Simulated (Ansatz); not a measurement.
A 2-atom cell of MgSe started from a crystallographic database at its r2SCAN geometry, in Ansatz. The base run uses PBE on a modest mesh; each further run changes one setting, sensibly or not. Doubtful ones may also carry a cap on iterations. All numbers are computed, and spin polarisation is off unless an edit sets a moment.

Base input:
```yaml
crystal:
  lattice:
    - [0.0, 2.7362756103, 2.7362756103]
    - [2.7362756103, 0.0, 2.7362756103]
    - [2.7362756103, 2.7362756103, 0.0]
  atoms:
    - { symbol: Mg, position: [0.0, 0.0, 0.0] }
    - { symbol: Se, position: [0.5, 0.5, 0.5] }
kpoints:
  mp_grid: { grid: [6, 6, 6] }
hamiltonian:
  xc: pbe
scf:
  occupations: { method: fixed }
  n_extra_bands: 4
output:
  forces: true
  stress: true
  eigenvalues: true
  write_density: true
  write_potential: true
  elf: true
  volumetric_format: npy
```

Base results:
```
Basis set: ecut = 420 eV, 821 PW (Γ)
Symmetry: 48 space group operations
Space group: Fm-3m (ITA 225)
k-points: 16 of 216
SCF converged after 6 iterations
Free energy (F): -7395.355544 eV
Fermi energy:    7.616090 eV
--- Stress (GPa, compression-positive) ---
        1.264285       0.000000       0.000000
        0.000000       1.264285       0.000000
        0.000000       0.000000       1.264285
  P = ⅓ Tr σ = 1.2643 GPa (12.643 kbar)
--- Band table (eV; the first three rows and the last of 16) ---
  k-point 0: bands = […, -34.5054, -34.5054, -5.2641, 7.6161, 7.6161, 7.6161, 10.1432, 15.0420, 15.0420, 15.0420]
  k-point 1: bands = […, -34.5054, -34.5054, -5.0366, 5.8054, 7.4518, 7.4518, 11.4521, 14.7407, 15.2091, 15.2091]
  k-point 2: bands = […, -34.5055, -34.5055, -4.4987, 3.6504, 7.1697, 7.1697, 11.6139, 14.1657, 14.1657, 16.1124]
  k-point 15: bands = […, -34.5071, -34.5065, -3.8332, 3.8518, 4.9864, 5.2584, 11.1817, 13.4305, 15.7764, 17.0615]
```
The gap over this mesh is 1.802 eV.

Run as `ansatz run input.yaml --threads 4 --pin off --max-ram 3686MiB --backend cpu --events-out ev --progress --plain --runs-dir out`. Wall time 0.74 s on 4 threads of Arm Neoverse N1, on a shared host; peak host memory 0.29 GiB.

**Question.** Predict the outcome of this edit.
```yaml
kpoints:
  mp_grid: { grid: [6, 6, 6], shift: [0.5, 0.5, 0.5] }
```

**Answer.** The free energy moves by -2.6 meV an atom, the mean stress by -0.03 GPa and the gap on the mesh by +0.371 eV (to 2.173). The mesh breaks the crystal's symmetry, so the stress, and any force that symmetry no longer fixes, lose it too. The gap changes mostly because other points are sampled; a mesh that misses a band edge overestimates it.
Lines that differ from the base's log, and the results:
```
Warning: crystal.symmetry: narrowed to the stabiliser of the k-point mesh — unitary ops 48 → 12 […]
Symmetry: 12 space group operations
k-points: 28 of 216
SCF converged after 6 iterations
Free energy (F): -7395.360803 eV
Fermi energy:    7.566552 eV
--- Stress (GPa, compression-positive) ---
        1.231515      -0.047282      -0.047282
       -0.047282       1.231515      -0.047282
       -0.047282      -0.047282       1.231515
  P = ⅓ Tr σ = 1.2315 GPa (12.315 kbar)
```

**Question.** What happens with this change?
```yaml
scf:
  mixing: { preconditioner: kerker }
```

**Answer.** It converges in 7 iterations against the base's 6. The result is the base's, as it should be for a key that only affects how the solution is found.

**Question.** What happens with this change?
```yaml
basis:
  xc_grid: 1
```

**Answer.** Energy, stress and gap stay within 1 meV an atom, 0.1 GPa and 0.005 eV of the base. The result hardly depends on this setting here.

**Question.** The input is altered as follows. How does the run end?
```yaml
scf:
  mixing: { preconditioner: none }
```

**Answer.** It converges in 6 iterations, as the base does. This key steers the way to the solution, not the solution: the results stay as they were.

One of the further runs printed
```
SCF converged after 6 iterations
Free energy (F): -7407.452543 eV
Fermi energy:    7.361879 eV
--- Stress (GPa, compression-positive) ---
        0.011860       0.000000       0.000000
        0.000000       0.011860       0.000000
        0.000000       0.000000       0.011860
  P = ⅓ Tr σ = 0.0119 GPa (0.119 kbar)
--- Band table (eV; the first three rows and the last of 16) ---
  k-point 0: bands = […, -35.9773, -35.9773, -5.9594, 7.3619, 7.3619, 7.3619, 10.7988, 15.3909, 15.3909, 15.3909]
  k-point 1: bands = […, -35.9773, -35.9773, -5.7231, 5.6219, 7.1904, 7.1904, 12.0134, 15.1684, 15.5864, 15.5864]
  k-point 2: bands = […, -35.9773, -35.9773, -5.1653, 3.4050, 6.8933, 6.8933, 12.0816, 14.5405, 14.5405, 16.8363]
  k-point 15: bands = […, -35.9790, -35.9784, -4.4709, 3.5462, 4.7004, 5.0327, 11.5667, 13.7791, 16.3092, 17.6139]
```

**Question.** Which setting had been changed?
A. scf.occupations: methfessel_paxton 1.5
B. scf.occupations: fermi_dirac 0.2
C. hamiltonian.xc: mr2scan
D. scf.mixing.ndim: 30

**Answer.** C. The cutoff follows the functional, from 420 to 500 eV. The mean stress moves by -1.25 GPa and the gap on the mesh by +0.674 eV (to 2.475). It's another functional on the same cell, so totals aren't comparable.

**Question.** What happens with this change?
```yaml
scf:
  occupations: { method: methfessel_paxton, width: 0.2 }
```

**Answer.** Energy, stress and gap stay within 1 meV an atom, 0.1 GPa and 0.005 eV of the base.

Spin-orbit coupling is left out.
